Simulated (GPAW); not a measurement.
# ZnSe (Stilleite) (F-43m) in GPAW: a series of runs

One crystal, ZnSe (Stilleite), is run at these levels: OLYP, vdW-DF2, RPBE+D3(BJ), PBE; tasks: equation of state, band structure.

Program: GPAW 26.7.0. These are calculated values, not measurements. Logs are shortened: lines on timing, memory, paths and dates and some standing lists are left out, and cuts for length are marked. The log counts tension as positive stress, the text compression.

**What was measured.**

“Alloy Disordering Effects on the Thermal Conductivity and Energy Gap Temperature Dependence of Cd1−xZnxSe Ternary Crystals Grown by the Bridgman Method”, 2023, pmc:10253836 reports, for a bulk crystal of ZnSe at 300 K: band gap 2.695 ± 0.003 eV (an exciton energy, a little under the gap).

The runs below are set against these values where they give the same quantity.

**1. The structure**

It takes space group F-43m (No. 216, cubic). The conventional cell has a = 5.668 Å, b = 5.668 Å, c = 5.668 Å, α = 90.00°, β = 90.00°, γ = 90.00°. Around Se (site symmetry -43m) lie 4 Zn at 2.45 Å. Zn (site symmetry -43m) has 4 Se at 2.45 Å as nearest neighbours.

**2. Equation of state, OLYP**

File run.py:

```python
from ase.eos import EquationOfState
from ase.io import Trajectory, read
from ase.units import GPa
from gpaw import GPAW, PW, setup_paths

setup_paths.insert(0, '.')

atoms = read('ZnSe.cif')

traj = Trajectory('eos.traj', 'w')
volumes, energies = [], []
for x in [0.94, 0.96, 0.98, 1.0, 1.02, 1.04, 1.06]:
    a = atoms.copy()
    a.set_cell(atoms.cell * x**(1 / 3), scale_atoms=True)
    calc = GPAW(mode=PW(600),
                xc='GGA_X_OPTX+GGA_C_LYP',
                kpts={'size': (7, 7, 7), 'gamma': True},
                occupations={'name': 'fermi-dirac', 'width': 0.05},
                nbands=18,
                convergence={'density': 1e-05, 'energy': 1e-05},
                eigensolver='davidson',
                maxiter=150,
                txt=f'eos-{x:.2f}.txt')
    a.calc = calc
    energies.append(a.get_potential_energy(force_consistent=True))
    volumes.append(a.get_volume())
    p = -a.get_stress()[:3].mean() / GPa
    calc.write(f'eos-{x:.2f}.gpw')
    traj.write(a)
    print(f'{x:.2f} {volumes[-1]:10.4f} A^3 {energies[-1]:14.6f} eV {p:9.3f} GPa', flush=True)

v0, e0, B = EquationOfState(volumes, energies, eos='birchmurnaghan').fit()
print(f'V0 = {v0:.4f} A^3, E0 = {e0:.6f} eV, B0 = {B / GPa:.2f} GPa')
```

File ZnSe.cif:

```cif
data_ZnSe
_cell_length_a 4.00759839
_cell_length_b 4.00759839
_cell_length_c 4.00759839
_cell_angle_alpha 60.00000000
_cell_angle_beta 60.00000000
_cell_angle_gamma 60.00000000
_space_group_name_H-M_alt 'P1'
_space_group_name_Hall 'P 1'
_space_group_IT_number 1
loop_
_space_group_symop_operation_xyz
'x,y,z'
loop_
_atom_site_label
_atom_site_type_symbol
_atom_site_symmetry_multiplicity
_atom_site_Wyckoff_symbol
_atom_site_fract_x
_atom_site_fract_y
_atom_site_fract_z
_atom_site_occupancy
Se1 Se 1 a 0.7500000000 0.7500000000 0.7500000000 1
Zn1 Zn 1 a 0.0000000000 0.0000000000 0.0000000000 1
```

Potentials or basis: PAW data sets generated in the run's folder for this functional, pw.

Started as:

```bash
> gpaw-setup -f GGA_X_OPTX+GGA_C_LYP Se Zn
> OMP_NUM_THREADS=1 python run.py
```

The log of the run:

```text
__  _  _
 | _ |_)|_||  |
 |__||  | ||/\| - 26.7.0

Input parameters:
  mode=PW(ecut=600.0),
  convergence={'density': 1e-05, 'energy': 1e-05},
  eigensolver=Davidson(niter=2),
  kpts=MonkhorstPack(size=(7, 7, 7), gamma=True),
  maxiter=150,
  nbands=18,
  occupations=Occupations(name='fermi-dirac', width=0.05),
  xc=XC(name='GGA_X_OPTX+GGA_C_LYP')

Diagonalizing LCAO Hamiltonian
Converting LCAO to pw mode

                        Se

       Zn

Atoms  # Å, Bohr magnetons
|   | symbol |        x |        y |        z |    initial magnetic moments |
|---|--------|----------|----------|----------|-----------------------------|
| 0 |     Se | 5.888682 | 3.399832 | 2.404044 | ( 0.0000,  0.0000,  0.0000) |
| 1 |     Zn | 0.000000 | 0.000000 | 0.000000 | ( 0.0000,  0.0000,  0.0000) |

Unit cell  # Å
| periodic |        x |        y |        z |  lengths |    angles |
|----------|----------|----------|----------|----------|-----------|
|      yes | 3.925788 | 0.000000 | 0.000000 | 3.925788 | 60.000000 |
|      yes | 1.962894 | 3.399832 | 0.000000 | 3.925788 | 60.000000 |
|      yes | 1.962894 | 1.133277 | 3.205392 | 3.925788 | 60.000000 |

Number of symmetries: 24
Symmetry operations  # r_c * U_cc + t_c -> r_c
|    | kind |            matrix            |
|----|------|------------------------------|
|  0 |  E   |  1, 0, 0,  0, 1, 0,  0, 0, 1 |
|  1 |  σ   |  1, 0, 0,  0, 0, 1,  0, 1, 0 |
|  2 |  σ   |  1, 0,-1,  0, 1,-1,  0, 0,-1 |
|  3 |  C3  |  1, 0,-1,  0, 0,-1,  0, 1,-1 |
|  4 |  C3  |  1,-1, 0,  0,-1, 1,  0,-1, 0 |
|  5 |  σ   |  1,-1, 0,  0,-1, 0,  0,-1, 1 |
|  6 |  σ   |  0, 1, 0,  1, 0, 0,  0, 0, 1 |
|  7 |  C3  |  0, 1, 0,  0, 0, 1,  1, 0, 0 |
|  8 |  C2  |  0, 1,-1,  1, 0,-1,  0, 0,-1 |
|  9 |  S4  |  0, 1,-1,  0, 0,-1,  1, 0,-1 |
| 10 |  C3  |  0, 0, 1,  1, 0, 0,  0, 1, 0 |
| 11 |  σ   |  0, 0, 1,  0, 1, 0,  1, 0, 0 |
| 12 |  S4  |  0, 0,-1,  1, 0,-1,  0, 1,-1 |
| 13 |  C3  |  0, 0,-1,  0, 1,-1,  1, 0,-1 |
| 14 |  S4  |  0,-1, 1,  1,-1, 0,  0,-1, 0 |
| 15 |  C2  |  0,-1, 1,  0,-1, 0,  1,-1, 0 |
| 16 |  C3  |  0,-1, 0,  1,-1, 0,  0,-1, 1 |
| 17 |  S4  |  0,-1, 0,  0,-1, 1,  1,-1, 0 |
| 18 |  S4  | -1, 1, 0, -1, 0, 1, -1, 0, 0 |
| 19 |  C3  | -1, 1, 0, -1, 0, 0, -1, 0, 1 |
| 20 |  C3  | -1, 0, 1, -1, 1, 0, -1, 0, 0 |
| 21 |  S4  | -1, 0, 1, -1, 0, 0, -1, 1, 0 |
| 22 |  σ   | -1, 0, 0, -1, 1, 0, -1, 0, 1 |
| 23 |  C2  | -1, 0, 0, -1, 0, 1, -1, 1, 0 |

BZ-sampling:
  Number of BZ points: 343
  Number of IBZ points: 20

  Monkhorst-Pack size: [7, 7, 7]
  Monkhorst-Pack shift: [0, 0, 0]

K-points  # in reciprocal-cell coordinates
|     |                                coordinates |     weight |
|-----|--------------------------------------------|------------|
|   0 | (  0.00000000,   0.00000000,   0.00000000) | 0.00291545 |
|   1 | (  0.14285714,   0.14285714,   0.00000000) | 0.01749271 |
|   2 | (  0.14285714,   0.14285714,   0.14285714) | 0.02332362 |
|   3 | (  0.28571429,   0.14285714,   0.14285714) | 0.03498542 |
|   4 | (  0.28571429,   0.28571429,   0.00000000) | 0.01749271 |
|   5 | (  0.28571429,   0.28571429,   0.14285714) | 0.06997085 |
|   6 | (  0.28571429,   0.28571429,   0.28571429) | 0.02332362 |
|   7 | (  0.42857143,  -0.28571429,  -0.28571429) | 0.03498542 |
|   8 | (  0.42857143,   0.28571429,  -0.42857143) | 0.13994169 |
|   9 | (  0.42857143,   0.28571429,  -0.28571429) | 0.06997085 |
| ... |                                            |            |
|  19 | (  0.42857143,   0.42857143,   0.42857143) | 0.02332362 |

Plane wave coefficients: 1442
Cutoff: 600.0 eV

Spin-components: 1 (collinear spins)
Bands:           18
Projectors:      11
Spin-degeneracy: 2
Datatype:        complex128

Parallelization:
  kpt:    1
  domain: 1
  band:   1

Density:
  Valence electrons: 18.0
  Components: 1
  Grid points: [24 24 24]
  Charge: 0.0  # |e|

Potential:
  Grid points: [24 24 24]

species:
  Se:
    name:    Selenium
    Z:       34.0
    valence: 6
    core:    28
    charge:  0.0  # [|e|]
    compensation charges:
      type: gauss
      rc: 0.27  # [Å]
      lmax: 2
    cutoffs:
      filter: 1.77  # [Å]
      core: 2.61  # [Å]
    projectors
    | kind |    occ | energy [eV] | rcut [Å] |
    |------|--------|-------------|----------|
    |   4s |  2.000 |     -17.137 |    0.847 |
    |   4p |  4.000 |      -6.378 |    1.005 |
    |    s |        |      10.074 |    0.847 |
    |    p |        |      20.833 |    1.005 |
    |    d |        |       0.000 |    0.847 |

    Using partial waves for Se as LCAO basis

  Zn:
    name:    Zinc
    Z:       30.0
    valence: 12
    core:    18
    charge:  0.0  # [|e|]
    compensation charges:
      type: gauss
      rc: 0.37  # [Å]
      lmax: 2
    cutoffs:
      filter: 2.14  # [Å]
      core: 2.28  # [Å]
    projectors
    | kind |    occ | energy [eV] | rcut [Å] |
    |------|--------|-------------|----------|
    |   4s |  2.000 |      -5.638 |    1.286 |
    |   4p |  0.000 |      -1.044 |    1.270 |
    |   3d | 10.000 |     -10.222 |    1.180 |
    |    s |        |      21.574 |    1.286 |
    |    p |        |      26.167 |    1.270 |
    |    d |        |      16.989 |    1.180 |

    Using partial waves for Zn as LCAO basis

Reference energy: -115013.716976  # eV

eigensolver:
  Davidson
  Converge bands: occupied
  niter=2

density mixing:
  MSR1-Mixer
  Pratt-step length: 0.05
  Maximum mixing coefficient: 0.75
  Old densities: 10
  SVD Regularization: 0.005
  Good broyden scale: 1.0
  Trust region scale: 1.0
  Backstep threshold: 4.0
  History deletion threshold: 6.0
  Fourier metric: weight=20.0, sigma=0.015

occupation numbers:
  Fermi-Dirac:
    width: 0.0500  # eV

poisson solver:
  ecut: 4800.0  # eV

xc functional:
  name: GGA_X_OPTX+GGA_C_LYP with 2 nearest neighbor stencil

convergence criteria:
- Maximum integral of absolute [dens]ity change: 1e-05 electrons / valence electron
- Maximum [total energy] change in last 3 cyles: 1e-05 eV / valence electron
- Maximum integral of absolute [eigenst]ate change: 4e-08 eV^2 / valence electron
maximum number of iterations: 150

SCF iterations
|iter     | |      energy | eigst |  dens |
|---------|-|-------------|-------|-------|
|iter:   1| |   -4.847276 | +0.26 |       |
|iter:   2| |   -4.878234 | -0.65 | -1.22 |
|iter:   3| |   -4.739496 | -1.36 | -1.26 |
|iter:   4| |   -4.746285 | -2.02 | -1.79 |
|iter:   5| |   -4.749106 | -3.02 | -2.20 |
|iter:   6| |   -4.749368 | -3.72 | -2.82 |
|iter:   7| |   -4.749443 | -4.51 | -3.49 |
|iter:   8| |   -4.749473c| -5.06 | -3.75 |
|iter:   9| |   -4.749475c| -6.03 | -4.31 |
|iter:  10| |   -4.749475c| -6.73 | -4.77 |
|iter:  11| |   -4.749475c| -7.89c| -5.09c|

Converged in 11 steps
Energy contributions relative to reference atoms: (reference = -115013.716976)

Energy contributions:
  Kinetic:          15.374222
  Coulomb:         -12.216013
  Zero:             -0.053194
  External:          0.000000
  Xc:               -7.854490
  Entropy:          -0.000000
  Spinorbit:         0.000000
  ----------------------------
  Free energy:      -4.749475
  Extrapolated:     -4.749475

dipole moment: (-9.484707, -5.475998, -3.872116)  # |e|*Ang

Fermi level: 5.690
Eigenvalues  # (at kpt = [0.000, 0.000, 0.000])
| band index |      eig [eV] | occ [0-2] |
|------------|---------------|-----------|
|          0 |        -8.815 |     2.000 |
|          1 |        -2.199 |     2.000 |
|          2 |        -2.199 |     2.000 |
|          3 |        -2.199 |     2.000 |
|          4 |        -1.813 |     2.000 |
|          5 |        -1.813 |     2.000 |
[... 10 lines left out ...]
|         16 |        18.450 |     0.000 |
|         17 |        18.450 |     0.000 |

Gap: 2.023 eV
Transition (v -> c):
  (s=0, k=0, n=8, [0.00, 0.00, 0.00]) -> (s=0, k=0, n=9, [0.00, 0.00, 0.00])
No difference between direct/indirect transitions

Stress tensor  # eV/Ang^3
|         x |         y |         z |
|-----------|-----------|-----------|
| -0.059555 |  0.000000 |  0.000000 |
|  0.000000 | -0.059555 |  0.000000 |
|  0.000000 |  0.000000 | -0.059555 |

# Writing to eos-0.94.gpw (mode='')
```

Wall time 86 s (1 thread of Arm Neoverse V1, shared host); peak memory 0.24 GiB.

Results:

- Equilibrium volume: 24.73 Å³/atom (rough: see the caveat)
- Bulk modulus: 48 GPa (rough)

Energy against volume, from the lowest point:
| volume (Å³/atom) | energy (meV/atom) |
| --- | --- |
| 21.391 | 85.09 |
| 21.846 | 60.47 |
| 22.301 | 40.59 |
| 22.757 | 25.01 |
| 23.212 | 13.29 |
| 23.667 | 5.06 |
| 24.122 | 0.00 |

Caveat: the minimum lies outside the volumes run.

**3. Equation of state, vdW-DF2**

File run.py:

```python
import spglib
from ase import Atoms
from ase.eos import EquationOfState
from ase.io import Trajectory, read
from ase.units import GPa
from gpaw import GPAW, PW

atoms = read('ZnSe.cif')
cell, positions, numbers = spglib.find_primitive(
    (atoms.cell[:], atoms.get_scaled_positions(), atoms.numbers), symprec=1e-4)
atoms = Atoms(numbers, cell=cell, scaled_positions=positions, pbc=True)

traj = Trajectory('eos.traj', 'w')
volumes, energies = [], []
for x in [0.94, 0.96, 0.98, 1.0, 1.02, 1.04, 1.06]:
    a = atoms.copy()
    a.set_cell(atoms.cell * x**(1 / 3), scale_atoms=True)
    calc = GPAW(mode=PW(600),
                xc={'name': 'vdW-DF2', 'backend': 'libvdwxc'},
                kpts={'size': (7, 7, 7), 'gamma': True},
                occupations={'name': 'fermi-dirac', 'width': 0.05},
                nbands=18,
                convergence={'density': 1e-05, 'energy': 1e-05},
                maxiter=150,
                txt=f'eos-{x:.2f}.txt')
    a.calc = calc
    energies.append(a.get_potential_energy(force_consistent=True))
    volumes.append(a.get_volume())
    calc.write(f'eos-{x:.2f}.gpw')
    traj.write(a)
    print(f'{x:.2f} {volumes[-1]:10.4f} A^3 {energies[-1]:14.6f} eV', flush=True)

v0, e0, B = EquationOfState(volumes, energies, eos='birchmurnaghan').fit()
print(f'V0 = {v0:.4f} A^3, E0 = {e0:.6f} eV, B0 = {B / GPa:.2f} GPa')
```

File ZnSe.cif:

```cif
data_ZnSe
_cell_length_a 5.66760000
_cell_length_b 5.66760000
_cell_length_c 5.66760000
_cell_angle_alpha 90.00000000
_cell_angle_beta 90.00000000
_cell_angle_gamma 90.00000000
_space_group_name_H-M_alt 'F-43m'
_space_group_name_Hall 'F -4 2 3'
_space_group_IT_number 216
loop_
_space_group_symop_operation_xyz
'x,y,z'
'y,-x,-z'
'-x,-y,z'
'-y,x,-z'
'x,-y,-z'
'y,x,z'
'-x,y,-z'
'-y,-x,z'
'z,x,y'
'-z,y,-x'
'z,-x,-y'
'-z,-y,x'
'-z,x,-y'
'z,y,x'
'-z,-x,y'
'z,-y,-x'
'y,z,x'
'-x,-z,y'
'-y,z,-x'
'x,-z,-y'
'-y,-z,x'
'x,z,y'
'y,-z,-x'
'-x,z,-y'
'x,y+1/2,z+1/2'
'y,-x+1/2,-z+1/2'
'-x,-y+1/2,z+1/2'
'-y,x+1/2,-z+1/2'
'x,-y+1/2,-z+1/2'
'y,x+1/2,z+1/2'
'-x,y+1/2,-z+1/2'
'-y,-x+1/2,z+1/2'
'z,x+1/2,y+1/2'
'-z,y+1/2,-x+1/2'
'z,-x+1/2,-y+1/2'
'-z,-y+1/2,x+1/2'
'-z,x+1/2,-y+1/2'
'z,y+1/2,x+1/2'
'-z,-x+1/2,y+1/2'
'z,-y+1/2,-x+1/2'
'y,z+1/2,x+1/2'
'-x,-z+1/2,y+1/2'
'-y,z+1/2,-x+1/2'
'x,-z+1/2,-y+1/2'
'-y,-z+1/2,x+1/2'
'x,z+1/2,y+1/2'
'y,-z+1/2,-x+1/2'
'-x,z+1/2,-y+1/2'
'x+1/2,y,z+1/2'
'y+1/2,-x,-z+1/2'
'-x+1/2,-y,z+1/2'
'-y+1/2,x,-z+1/2'
'x+1/2,-y,-z+1/2'
'y+1/2,x,z+1/2'
'-x+1/2,y,-z+1/2'
'-y+1/2,-x,z+1/2'
'z+1/2,x,y+1/2'
'-z+1/2,y,-x+1/2'
'z+1/2,-x,-y+1/2'
'-z+1/2,-y,x+1/2'
'-z+1/2,x,-y+1/2'
'z+1/2,y,x+1/2'
'-z+1/2,-x,y+1/2'
'z+1/2,-y,-x+1/2'
'y+1/2,z,x+1/2'
'-x+1/2,-z,y+1/2'
'-y+1/2,z,-x+1/2'
'x+1/2,-z,-y+1/2'
'-y+1/2,-z,x+1/2'
'x+1/2,z,y+1/2'
'y+1/2,-z,-x+1/2'
'-x+1/2,z,-y+1/2'
'x+1/2,y+1/2,z'
'y+1/2,-x+1/2,-z'
'-x+1/2,-y+1/2,z'
'-y+1/2,x+1/2,-z'
'x+1/2,-y+1/2,-z'
'y+1/2,x+1/2,z'
'-x+1/2,y+1/2,-z'
'-y+1/2,-x+1/2,z'
'z+1/2,x+1/2,y'
'-z+1/2,y+1/2,-x'
'z+1/2,-x+1/2,-y'
'-z+1/2,-y+1/2,x'
'-z+1/2,x+1/2,-y'
'z+1/2,y+1/2,x'
'-z+1/2,-x+1/2,y'
'z+1/2,-y+1/2,-x'
'y+1/2,z+1/2,x'
'-x+1/2,-z+1/2,y'
'-y+1/2,z+1/2,-x'
'x+1/2,-z+1/2,-y'
'-y+1/2,-z+1/2,x'
'x+1/2,z+1/2,y'
'y+1/2,-z+1/2,-x'
'-x+1/2,z+1/2,-y'
loop_
_atom_site_label
_atom_site_type_symbol
_atom_site_symmetry_multiplicity
_atom_site_Wyckoff_symbol
_atom_site_fract_x
_atom_site_fract_y
_atom_site_fract_z
_atom_site_occupancy
Se1 Se 4 c 0.2500000000 0.2500000000 0.2500000000 1
Zn1 Zn 4 a 0.0000000000 0.0000000000 0.0000000000 1
```

Potentials or basis: GPAW PAW data sets (gpaw-data 1.2.1), pw.

Started as:

```bash
> OMP_NUM_THREADS=1 python run.py
```

Run time: 95 s. Hardware: 1 thread of Arm Neoverse V1, shared host; peak memory 0.29 GiB.

The run converged. Its results:

- Equilibrium volume: 25.89 Å³/atom (rough: see the caveat)
- Bulk modulus: 41 GPa (rough)

Energy against volume, from the lowest point:
| volume (Å³/atom) | energy (meV/atom) |
| --- | --- |
| 21.391 | 132.50 |
| 21.846 | 98.36 |
| 22.301 | 69.73 |
| 22.757 | 46.07 |
| 23.212 | 26.90 |
| 23.667 | 11.71 |
| 24.122 | 0.00 |

Caveat: the minimum lies outside the volumes run; the PAW data sets were made with another functional, which shifts forces and pressure a little.

[end of part 1 of 3]
